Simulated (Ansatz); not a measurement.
# Converging shifted k-point meshes: ZnTe (R3m, 2 atoms in the cell)

```yaml
crystal:
  lattice:
    - [0.00000, 3.04085, 3.04085]
    - [3.04085, 0.00000, 3.04085]
    - [3.04085, 3.04085, 0.00000]
  atoms:
    - { symbol: Zn, position: [0.00475, 0.00475, 0.00475] }
    - { symbol: Te, position: [0.25000, 0.25000, 0.25000] }
```

Method: PBE, PAW files (plane waves; Ansatz, a first-principles code).

Base settings: basis.ecutwfc = 420 eV; kpoints.mp_grid.grid = 7 7 7; hamiltonian.xc = pbe; hamiltonian.pseudopotentials = {kind: paw} (the program's default PAW files); scf.occupations.method = fermi_dirac; scf.occupations.width = 0.05 eV.

In this ladder: kpoints.mp_grid.shift = 0.5 0.5 0.5.

Shifted meshes do not hold Γ, so a gap read on them misses any band edge there.

Only quantities that move along the ladder and can be compared are tabulated.

The count of work is k-points × plane waves × bands × iterations; it is no time. 

The starting cell has typed, rounded lattice constants, without a prior relaxation at this level. Its lattice was rescaled by up to half a per cent. One atom was moved a little off its site on purpose. Spin-orbit coupling is off. Ansatz's pressure includes its estimate of the finite-basis (Pulay) stress.

| kpoints.mp_grid.grid | free energy less the last step's (meV/atom) | pressure (GPa) | largest difference of a force vector from the last step's (eV/Å) | gap on the mesh (eV) | count of work / last |
|---|---|---|---|---|---|
| 2 2 2 | 29.35 | 2.72 | 0.509 | 2.661 | 0.0026 |
| 3 3 3 | 0.94 | 2.40 | 0.115 | 2.115 | 0.0078 |
| 4 4 4 | -0.30 | 2.37 | 0.032 | 2.109 | 0.013 |
| 5 5 5 | -0.16 | 2.36 | 0.009 | 1.955 | 0.025 |
| 6 6 6 | -0.06 | 2.36 | 0.002 | 1.892 | 0.036 |
| 7 7 7 | -0.02 | 2.36 | 0.001 | 1.771 | 0.057 |
| 8 8 8 | 0.00 | 2.36 | 0.000 | 1.679 | 0.078 |
| 9 9 9 | 0.00 | 2.36 | 0.000 | 1.609 | 0.11 |
| 10 10 10 | 0.00 | 2.36 | 0.000 | 1.554 | 0.14 |
| 11 11 11 | 0.00 | 2.36 | 0.000 | 1.511 | 0.19 |
| 12 12 12 | 0.00 | 2.36 | 0.000 | 1.476 | 0.24 |
| 13 13 13 | 0.00 | 2.36 | 0.000 | 1.448 | 0.30 |
| 15 15 15 | 0.00 | 2.36 | 0.000 | 1.405 | 0.45 |
| 17 17 17 | 0.00 | 2.36 | 0.000 | 1.375 | 0.64 |
| 18 18 18 | 0.00 | 2.36 | 0.000 | 1.363 | 0.74 |
| 20 20 20 | 0.00 | 2.36 | 0.000 | 1.344 | 1.0 |

Coarsest kpoints.mp_grid.grid that holds the free energy within 0.5 meV/atom of the last step, with all finer ones: 4 4 4, at 0.013 of the last step's count of work; the step before is off by 0.94 meV/atom.

Coarsest kpoints.mp_grid.grid that holds the forces within 0.02 eV/Å of the last step, with all finer ones: 5 5 5, at 0.025 of the last step's count of work; the step before is off by 0.032 eV/Å.

Keys are those of Ansatz 0.2.
